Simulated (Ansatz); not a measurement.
## Fitting the PBEsol energy curve of NaI

```cif
data_structure
_symmetry_space_group_name_H-M 'Fm-3m'
_symmetry_Int_Tables_number 225
_cell_length_a 6.4728
_cell_length_b 6.4728
_cell_length_c 6.4728
_cell_angle_alpha 90.000
_cell_angle_beta 90.000
_cell_angle_gamma 90.000
_cell_volume 271.19
loop_
_atom_site_label
_atom_site_type_symbol
_atom_site_symmetry_multiplicity
_atom_site_Wyckoff_symbol
_atom_site_fract_x
_atom_site_fract_y
_atom_site_fract_z
_atom_site_occupancy
I1 I 4 b 0.50000 0.00000 0.00000 1
Na1 Na 4 a 0.00000 0.00000 0.00000 1
```

The cell was scaled at fixed shape and fractions and run with Ansatz, PseudoDojo standard, cutoff 1197 eV; PBEsol, k mesh 7 × 7 × 7 on the cell of 2 atoms, fermi-dirac occupations of 0.05 eV, no spin polarisation, no spin-orbit coupling. The potentials were made for PBE. Energies are those that the program minimises, any entropy of the smearing included.

```tsv
V (Å³/atom)	energy over the lowest row (meV/atom)
31.8650	1.380
32.5430	0.000
33.2210	0.202
33.8990	1.803
34.5770	?
35.2549	8.560
35.9329	13.445
```

Q: Fit the third-order Birch-Murnaghan form, give V0, B0 and B′, and predict the energy left open.

A: With y = (V0/V)^(2/3), E = E0 + (9 V0 B0/16) [(y - 1)³ B′ + (y - 1)² (6 - 4y)]. Least squares through the rows shown give V0 = 32.7869 Å³/atom, E0 = -0.099 meV, B0 = 17.27 GPa (1 eV/Å³ = 160.218 GPa) and B′ = 5.01, with a largest miss of 0.002 meV. At V = 34.5770 the form with these constants gives 4.637 meV; the run gave 4.637 meV an atom. Other set-ups at this level, from all their volumes (Å³/atom, GPa): Ansatz, Ansatz PAW (made for PBE): V0 32.818, B0 17.04; Ansatz, JTH PAW (made for PBE): V0 33.007, B0 16.98; Ansatz, PseudoDojo stringent (made for PBE): V0 32.828, B0 17.03; Ansatz, Ansatz PAW (files of its older set among them) (made for PBE): V0 32.834, B0 17.02.
